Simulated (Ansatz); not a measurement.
Runs of Ansatz 0.2.0 on CdS. Symmetry: Fm-3m, No. 225, cubic system. Conventional cell: a = 5.506 Å, b = 5.506 Å, c = 5.506 Å, α = 90.00°, β = 90.00°, γ = 90.00°. Cd (site symmetry m-3m) is surrounded by 6 S at 2.75 Å. S (site symmetry m-3m) has 6 Cd at 2.75 Å as nearest neighbours. Measurements of this composition are mostly on another form, of space group No. 186.

```tsv
task	level	spin	cell	k mesh	smearing	points for each segment of the path	gap on the mesh (eV)	pressure (GPa)	relaxed volume (Å³/atom)
band structure	LDA	off	as given	8 × 8 × 8	fermi-dirac 0.05 eV	14	none	-6.9	-
band structure	LDA	SOC, no magnetisation	as given	6 × 6 × 6	fermi-dirac 0.05 eV	14	none	-6.9	-
single point	PBE	off	as given	8 × 8 × 8	gaussian 0.011 eV	-	0.26	-0.4	-
relaxation of cell and atoms	PBEsol	off	relaxed	8 × 8 × 8	fermi-dirac 0.05 eV	-	0.13	0.0	19.66
relaxation of cell and atoms	PBE	off	relaxed	8 × 8 × 8	fermi-dirac 0.05 eV	-	0.26	0.0	(a)
```

Alike in all rows: potentials or basis Ansatz PAW; cutoff (eV) 420.

**Question.** Fill in the values left out.

**Answer.** (a) 20.74.

Caveats: the PAW data sets come from PBE, with cores solved anew for the run's functional, which leaves a small shift of forces and pressure (some runs); the plane-wave basis is chosen anew once the cell has moved, so the energies of steps on either side of that aren't comparable (some runs).

A k mesh can miss the band edges, and rows without SOC leave out spin-orbit coupling on Cd.

A gap of «none» marks a metal or a gap under the smearing width.
